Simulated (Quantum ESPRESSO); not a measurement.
# MgS (Niningerite) (Fm-3m) in Quantum ESPRESSO: notebook

The runs below take MgS (Niningerite) through band structure, with PBEsol.

All numbers are computed with Quantum ESPRESSO 7.5; they aren't measurements. Logs are shortened: lines on timing, memory, paths and dates and some standing lists are left out, and cuts for length are marked.

## 1. The crystal as given

Symmetry: Fm-3m, No. 225, cubic system. Conventional cell: a = 5.203 Å, b = 5.203 Å, c = 5.203 Å, α = 90.00°, β = 90.00°, γ = 90.00°. S (site symmetry m-3m) is surrounded by 6 Mg at 2.60 Å. Mg (site symmetry m-3m) is surrounded by 6 S at 2.60 Å.

## 2. Band structure, PBEsol

pw.in

```
&CONTROL
  calculation = 'scf'
  prefix = 'pwscf'
  outdir = './tmp'
  pseudo_dir = './pseudo'
  tprnfor = .true.
  tstress = .true.
  disk_io = 'low'
/
&SYSTEM
  ibrav = 0
  A = 3.67928871
  nat = 2
  ntyp = 2
  ecutwfc = 45
  ecutrho = 360
  nbnd = 14
  occupations = 'smearing'
  smearing = 'fd'
  degauss = 0.00367493
/
&ELECTRONS
  conv_thr = 4d-10
  electron_maxstep = 120
  mixing_beta = 0.5
/
ATOMIC_SPECIES
S     32.0600 s_pbesol_v1.4.uspp.F.UPF
Mg    24.3050 mg_pbesol_v1.4.uspp.F.UPF
CELL_PARAMETERS alat
   0.0000000000    0.7071067821    0.7071067821
   0.7071067821    0.0000000000    0.7071067821
   0.7071067821    0.7071067821    0.0000000000
ATOMIC_POSITIONS alat
S      0.7071067821    0.7071067821    0.7071067821
Mg     0.0000000000    0.0000000000    0.0000000000
K_POINTS automatic
9 9 9 0 0 0
```

bands.in

```
&CONTROL
  calculation = 'bands'
  prefix = 'pwscf'
  outdir = './tmp'
  pseudo_dir = './pseudo'
  disk_io = 'low'
  verbosity = 'high'
/
&SYSTEM
  ibrav = 0
  A = 3.67928871
  nat = 2
  ntyp = 2
  ecutwfc = 45
  ecutrho = 360
  nbnd = 14
  occupations = 'smearing'
  smearing = 'fd'
  degauss = 0.00367493
/
&ELECTRONS
  conv_thr = 1d-08
  electron_maxstep = 120
  mixing_beta = 0.5
  diago_full_acc = .true.
  startingwfc = 'random'
/
ATOMIC_SPECIES
S     32.0600 s_pbesol_v1.4.uspp.F.UPF
Mg    24.3050 mg_pbesol_v1.4.uspp.F.UPF
CELL_PARAMETERS alat
   0.0000000000    0.7071067821    0.7071067821
   0.7071067821    0.0000000000    0.7071067821
   0.7071067821    0.7071067821    0.0000000000
ATOMIC_POSITIONS alat
S      0.7071067821    0.7071067821    0.7071067821
Mg     0.0000000000    0.0000000000    0.0000000000
K_POINTS crystal
60
 0.0000000000  0.0000000000  0.0000000000 1
 0.0625000000  0.0000000000  0.0625000000 1
 0.1250000000  0.0000000000  0.1250000000 1
 0.1875000000  0.0000000000  0.1875000000 1
 0.2500000000  0.0000000000  0.2500000000 1
 0.3125000000  0.0000000000  0.3125000000 1
 0.3750000000  0.0000000000  0.3750000000 1
 0.4375000000  0.0000000000  0.4375000000 1
 0.5000000000  0.0000000000  0.5000000000 1
 0.5000000000  0.0625000000  0.5625000000 1
 0.5000000000  0.1250000000  0.6250000000 1
 0.5000000000  0.1875000000  0.6875000000 1
 0.5000000000  0.2500000000  0.7500000000 1
 0.4375000000  0.3125000000  0.7500000000 1
 0.3750000000  0.3750000000  0.7500000000 1
 0.3375000000  0.3375000000  0.6750000000 1
 0.3000000000  0.3000000000  0.6000000000 1
 0.2625000000  0.2625000000  0.5250000000 1
 0.2250000000  0.2250000000  0.4500000000 1
 0.1875000000  0.1875000000  0.3750000000 1
 0.1500000000  0.1500000000  0.3000000000 1
 0.1125000000  0.1125000000  0.2250000000 1
 0.0750000000  0.0750000000  0.1500000000 1
 0.0375000000  0.0375000000  0.0750000000 1
 0.0000000000  0.0000000000  0.0000000000 1
 0.0625000000  0.0625000000  0.0625000000 1
 0.1250000000  0.1250000000  0.1250000000 1
 0.1875000000  0.1875000000  0.1875000000 1
 0.2500000000  0.2500000000  0.2500000000 1
 0.3125000000  0.3125000000  0.3125000000 1
 0.3750000000  0.3750000000  0.3750000000 1
 0.4375000000  0.4375000000  0.4375000000 1
 0.5000000000  0.5000000000  0.5000000000 1
 0.5250000000  0.4500000000  0.5250000000 1
 0.5500000000  0.4000000000  0.5500000000 1
 0.5750000000  0.3500000000  0.5750000000 1
 0.6000000000  0.3000000000  0.6000000000 1
 0.6250000000  0.2500000000  0.6250000000 1
 0.5833333333  0.2500000000  0.6666666667 1
 0.5416666667  0.2500000000  0.7083333333 1
 0.5000000000  0.2500000000  0.7500000000 1
 0.5000000000  0.2857142857  0.7142857143 1
 0.5000000000  0.3214285714  0.6785714286 1
 0.5000000000  0.3571428571  0.6428571429 1
 0.5000000000  0.3928571429  0.6071428571 1
 0.5000000000  0.4285714286  0.5714285714 1
 0.5000000000  0.4642857143  0.5357142857 1
 0.5000000000  0.5000000000  0.5000000000 1
 0.4821428571  0.4821428571  0.5357142857 1
 0.4642857143  0.4642857143  0.5714285714 1
 0.4464285714  0.4464285714  0.6071428571 1
 0.4285714286  0.4285714286  0.6428571429 1
 0.4107142857  0.4107142857  0.6785714286 1
 0.3928571429  0.3928571429  0.7142857143 1
 0.3750000000  0.3750000000  0.7500000000 1
 0.6250000000  0.2500000000  0.6250000000 1
 0.5937500000  0.1875000000  0.5937500000 1
 0.5625000000  0.1250000000  0.5625000000 1
 0.5312500000  0.0625000000  0.5312500000 1
 0.5000000000  0.0000000000  0.5000000000 1
```

Potentials or basis: GBRV 1.5 PBEsol.

Run with:

```
OMP_NUM_THREADS=1 mpirun -n 2 pw.x -nk 2 -in pw.in > pw.out
OMP_NUM_THREADS=1 mpirun -n 2 pw.x -nk 2 -in bands.in > bands.out
```

pw.out:

```text
This program is part of the open-source Quantum ESPRESSO suite
     for quantum simulation of materials; please cite
         "P. Giannozzi et al., J. Phys.:Condens. Matter 21 395502 (2009);
         "P. Giannozzi et al., J. Phys.:Condens. Matter 29 465901 (2017);
         "P. Giannozzi et al., J. Chem. Phys. 152 154105 (2020);
     in publications or presentations arising from this work. More details at

     Message from routine setup:
     using ibrav=0 with symmetry is DISCOURAGED, use correct ibrav instead

     K-points division:     npool     =       2
     Subspace diagonalization in iterative solution of the eigenvalue problem:
     a serial algorithm will be used

     G-vector sticks info
     --------------------
     sticks:   dense  smooth     PW     G-vecs:    dense   smooth      PW
     Sum        1189     595    187                27317     9721    1687

     Using Slab Decomposition

     bravais-lattice index     =            0
     lattice parameter (alat)  =       6.9528  a.u.
     unit-cell volume          =     237.6694 (a.u.)^3
     number of atoms/cell      =            2
     number of atomic types    =            2
     number of electrons       =        16.00
     number of Kohn-Sham states=           14
     kinetic-energy cutoff     =      45.0000  Ry
     charge density cutoff     =     360.0000  Ry
     scf convergence threshold =      4.0E-10
     mixing beta               =       0.5000
     number of iterations used =            8  plain     mixing
     Exchange-correlation= SLA  PW   PSX  PSC
                           (   1   4  10   8   0   0   0)

     celldm(1)=   6.952848  celldm(2)=   0.000000  celldm(3)=   0.000000
     celldm(4)=   0.000000  celldm(5)=   0.000000  celldm(6)=   0.000000

     crystal axes: (cart. coord. in units of alat)
               a(1) = (   0.000000   0.707107   0.707107 )
               a(2) = (   0.707107   0.000000   0.707107 )
               a(3) = (   0.707107   0.707107   0.000000 )

     reciprocal axes: (cart. coord. in units 2 pi/alat)
               b(1) = ( -0.707107  0.707107  0.707107 )
               b(2) = (  0.707107 -0.707107  0.707107 )
               b(3) = (  0.707107  0.707107 -0.707107 )

     PseudoPot. # 1 for S  read from file:
     s_pbesol_v1.4.uspp.F.UPF
     Pseudo is Ultrasoft + core correction, Zval =  6.0
     Generated by new atomic code, or converted to UPF format
     Using radial grid of  907 points,  6 beta functions with:
                l(1) =   0
                l(2) =   0
                l(3) =   1
                l(4) =   1
                l(5) =   2
                l(6) =   2
     Q(r) pseudized with  8 coefficients,  rinner =    1.300   1.300   1.300
                                                       1.300   1.300

     PseudoPot. # 2 for Mg read from file:
     mg_pbesol_v1.4.uspp.F.UPF
     Pseudo is Ultrasoft, Zval = 10.0
     Generated by new atomic code, or converted to UPF format
     Using radial grid of  821 points,  7 beta functions with:
                l(1) =   0
                l(2) =   0
                l(3) =   0
                l(4) =   1
                l(5) =   1
                l(6) =   2
                l(7) =   2
     Q(r) pseudized with  8 coefficients,  rinner =    1.200   1.200   1.200
                                                       1.200   1.200

     atomic species   valence    mass     pseudopotential
     S                 6.00    32.06000     S ( 1.00)
     Mg               10.00    24.30500     Mg( 1.00)

     48 Sym. Ops., with inversion, found

   Cartesian axes

     site n.     atom                  positions (alat units)
         1        S      tau(   1) = (   0.7071068   0.7071068   0.7071068  )
         2        Mg     tau(   2) = (   0.0000000   0.0000000   0.0000000  )

     number of k points=    35  Fermi-Dirac smearing, width (Ry)=  0.0037
                       cart. coord. in units 2pi/alat
        k(    1) = (   0.0000000   0.0000000   0.0000000), wk =   0.0027435
        k(    2) = (   0.0785674   0.0785674  -0.0785674), wk =   0.0219479
        k(    3) = (   0.1571348   0.1571348  -0.1571348), wk =   0.0219479
        k(    4) = (   0.2357023   0.2357023  -0.2357023), wk =   0.0219479
        k(    5) = (   0.3142697   0.3142697  -0.3142697), wk =   0.0219479
        k(    6) = (   0.1571348  -0.0000000   0.0000000), wk =   0.0164609
[... 27 lines left out ...]
        k(   34) = (  -0.0000000  -0.4714045   0.6285394), wk =   0.0658436
        k(   35) = (  -0.0785674  -0.3928371   0.7071068), wk =   0.0658436

     Dense  grid:    27317 G-vectors     FFT dimensions: (  45,  45,  45)

     Smooth grid:     9721 G-vectors     FFT dimensions: (  30,  30,  30)

     Initial potential from superposition of free atoms

     starting charge      15.6997, renormalised to      16.0000
     Starting wfcs are    9 randomized atomic wfcs +    5 random wfcs

     Self-consistent Calculation

     iteration #  1     ecut=    45.00 Ry     beta= 0.50
     Davidson diagonalization with overlap
     ethr =  1.00E-02,  avg # of iterations =  7.7

     Threshold (ethr) on eigenvalues was too large:
     Diagonalizing with lowered threshold

     Davidson diagonalization with overlap
     ethr =  9.77E-04,  avg # of iterations =  1.0

     total energy              =    -149.32235116 Ry
     estimated scf accuracy    <       0.15546689 Ry

     iteration #  2     ecut=    45.00 Ry     beta= 0.50
     Davidson diagonalization with overlap
     ethr =  9.72E-04,  avg # of iterations =  1.9

     total energy              =    -149.34598228 Ry
     estimated scf accuracy    <       0.00796784 Ry

     iteration #  3     ecut=    45.00 Ry     beta= 0.50
     Davidson diagonalization with overlap
     ethr =  4.98E-05,  avg # of iterations =  4.0

     total energy              =    -149.34604958 Ry
     estimated scf accuracy    <       0.00127431 Ry
[... 19 lines left out ...]
     total energy              =    -149.34613635 Ry
     estimated scf accuracy    <       0.00000010 Ry

     iteration #  7     ecut=    45.00 Ry     beta= 0.50
     Davidson diagonalization with overlap
     ethr =  5.98E-10,  avg # of iterations =  2.2

     total energy              =    -149.34613636 Ry
     estimated scf accuracy    <          9.9E-09 Ry

     iteration #  8     ecut=    45.00 Ry     beta= 0.50
     Davidson diagonalization with overlap
     ethr =  6.19E-11,  avg # of iterations =  2.2

     End of self-consistent calculation

          k = 0.0000 0.0000 0.0000 (  1243 PWs)   bands (ev):

   -68.1828 -35.1390 -35.1390 -35.1390  -6.4988   6.1801   6.1801   6.1801
     9.7733  13.9939  13.9939  13.9939  16.3934  16.3934

          k = 0.0786 0.0786-0.0786 (  1224 PWs)   bands (ev):

   -68.1828 -35.1398 -35.1391 -35.1391  -6.3770   5.2973   6.0974   6.0974
    10.4642  13.7025  14.2102  14.2102  15.8447  15.8447

          k = 0.1571 0.1571-0.1571 (  1221 PWs)   bands (ev):

   -68.1827 -35.1418 -35.1394 -35.1394  -6.0390   3.7236   5.9058   5.9058
    11.0222  14.0481  14.0481  14.0695  16.0309  16.0309

          k = 0.2357 0.2357-0.2357 (  1218 PWs)   bands (ev):

   -68.1826 -35.1440 -35.1397 -35.1397  -5.5836   2.2926   5.7123   5.7123
    10.8168  13.4105  13.4105  15.4473  17.5370  17.5370
[... 93 lines left out ...]
   -68.1824 -35.1435 -35.1433 -35.1406  -4.8655   2.5064   2.8128   5.0274
    10.5130  13.7951  14.9909  15.2901  17.7869  18.4469

          k = 0.6285-0.0000 0.0000 (  1210 PWs)   bands (ev):

   -68.1824 -35.1448 -35.1414 -35.1414  -4.8659   2.0286   4.5162   4.5162
     9.0157  10.4781  17.6956  18.7063  19.0742  19.0742

          k = 0.0000-0.6285 0.6285 (  1202 PWs)   bands (ev):

   -68.1824 -35.1447 -35.1418 -35.1414  -4.7900   2.0331   4.0057   4.5442
     9.2517  10.9270  17.4629  17.5041  19.0102  21.0288

          k = 0.3143 0.1571 0.0000 (  1217 PWs)   bands (ev):

   -68.1826 -35.1424 -35.1404 -35.1397  -5.7665   3.3920   4.9555   5.6417
    11.9761  12.5800  13.1772  15.1607  15.7501  18.2155

          k = 0.3928 0.2357-0.0786 (  1213 PWs)   bands (ev):

   -68.1825 -35.1438 -35.1410 -35.1400  -5.3635   2.4664   4.4540   5.3857
    11.8418  12.5071  13.6315  14.8156  17.0762  19.9889

          k =-0.2357-0.3928 0.5500 (  1206 PWs)   bands (ev):

   -68.1825 -35.1448 -35.1412 -35.1403  -5.0543   1.8083   4.2538   5.1685
    11.7688  12.0492  14.2180  15.4296  18.3661  19.4101

          k = 0.4714 0.1571 0.0000 (  1218 PWs)   bands (ev):

   -68.1825 -35.1438 -35.1413 -35.1407  -5.2324   2.5802   4.3703   4.8516
    10.6997  11.7968  14.3924  16.4131  17.5224  20.0897

          k =-0.1571-0.4714 0.6285 (  1211 PWs)   bands (ev):

   -68.1824 -35.1442 -35.1420 -35.1409  -4.9464   2.2584   3.7296   4.6183
    10.8026  12.6541  14.1412  16.0402  18.5404  20.5092

          k =-0.0786-0.3928 0.5500 (  1199 PWs)   bands (ev):

   -68.1824 -35.1440 -35.1426 -35.1408  -4.8654   2.2534   3.2793   4.7053
    11.1205  13.1367  14.7688  15.0361  18.1950  19.4694

          k = 0.0000-0.3143 0.4714 (  1209 PWs)   bands (ev):

   -68.1825 -35.1439 -35.1422 -35.1404  -5.0451   2.3563   3.5256   5.0307
    11.6606  13.0186  13.6417  15.3799  17.6931  19.4665

          k =-0.0786-0.5500 0.7071 (  1211 PWs)   bands (ev):

   -68.1824 -35.1445 -35.1418 -35.1414  -4.8373   2.1804   4.0432   4.2478
     9.8331  11.3656  15.9726  17.1494  19.2323  20.9941

          k =-0.0000-0.4714 0.6285 (  1207 PWs)   bands (ev):

   -68.1824 -35.1440 -35.1427 -35.1413  -4.7740   2.4276   3.2025   4.3179
    10.4165  12.5503  15.2734  15.8020  19.0878  20.3010

          k =-0.0786-0.3928 0.7071 (  1210 PWs)   bands (ev):

   -68.1824 -35.1436 -35.1429 -35.1414  -4.7877   2.5898   3.1617   4.0381
    11.3079  13.4232  13.7562  15.1844  19.6764  19.9387

     the Fermi energy is     7.4332 ev

!    total energy              =    -149.34613637 Ry
     estimated scf accuracy    <          6.4E-11 Ry
     smearing contrib. (-TS)   =      -0.00000000 Ry
     internal energy E=F+TS    =    -149.34613637 Ry

     The total energy is F=E-TS. E is the sum of the following terms:
     one-electron contribution =     -98.58173492 Ry
     hartree contribution      =      51.05610622 Ry
     xc contribution           =     -25.10703115 Ry
     ewald contribution        =     -76.71347652 Ry

     convergence has been achieved in   8 iterations

     Forces acting on atoms (cartesian axes, Ry/au):

     atom    1 type  1   force =     0.00000000   -0.00000000    0.00000000
     atom    2 type  2   force =     0.00000000   -0.00000000   -0.00000000

     Total force =     0.000000     Total SCF correction =     0.000000

     Computing stress (Cartesian axis) and pressure

          total   stress  (Ry/bohr**3)                   (kbar)     P=      -10.62
  -0.00007216   0.00000000   0.00000000          -10.62        0.00        0.00
   0.00000000  -0.00007216   0.00000000            0.00      -10.62        0.00
   0.00000000   0.00000000  -0.00007216            0.00        0.00      -10.62

=------------------------------------------------------------------------------=
   JOB DONE.
=------------------------------------------------------------------------------=
```

Run time: 15 s. Hardware: 2 MPI ranks of Arm Neoverse V2, shared host; peak memory 0.2 GiB.

Results:

```
Free energy             : -2031.9577 eV
Pressure                : -1.1 GPa
Band gap on the k mesh  : 2.84 eV, indirect (least direct gap 3.59 eV)
Band gap along the path : 2.71 eV, indirect (least direct gap 3.59 eV)
```

Levels at the corners of the path, in eV from the valence-band top:
```
point  band 5  band 6  band 7  band 8  band 9  band 10  band 11  band 12
    Γ  -12.68    0.00    0.00    0.00    3.59     7.81     7.81     7.81
    X  -10.98   -4.25   -1.70   -1.70    2.71     4.24    11.87    12.64
    W  -10.93   -3.27   -3.27   -2.39    5.20     7.82     7.82     7.96
    K  -10.98   -3.74   -3.23   -1.38    3.82     6.58     9.60     9.95
    Γ  -12.68    0.00    0.00    0.00    3.59     7.81     7.81     7.81
    L  -11.35   -4.89   -0.60   -0.60    4.40     6.80     6.80    10.08
    U  -10.98   -3.74   -3.23   -1.38    3.82     6.58     9.60     9.95
    W  -10.93   -3.27   -3.27   -2.39    5.20     7.82     7.82     7.96
    L  -11.35   -4.89   -0.60   -0.60    4.40     6.80     6.80    10.08
    K  -10.98   -3.74   -3.23   -1.38    3.82     6.58     9.60     9.95
    U  -10.98   -3.74   -3.23   -1.38    3.82     6.58     9.60     9.95
    X  -10.98   -4.25   -1.70   -1.70    2.71     4.24    11.87    12.64
```

Caveat: the mesh misses the band edges, which the band path finds closer together.

(Continued in part 2 of 3.)
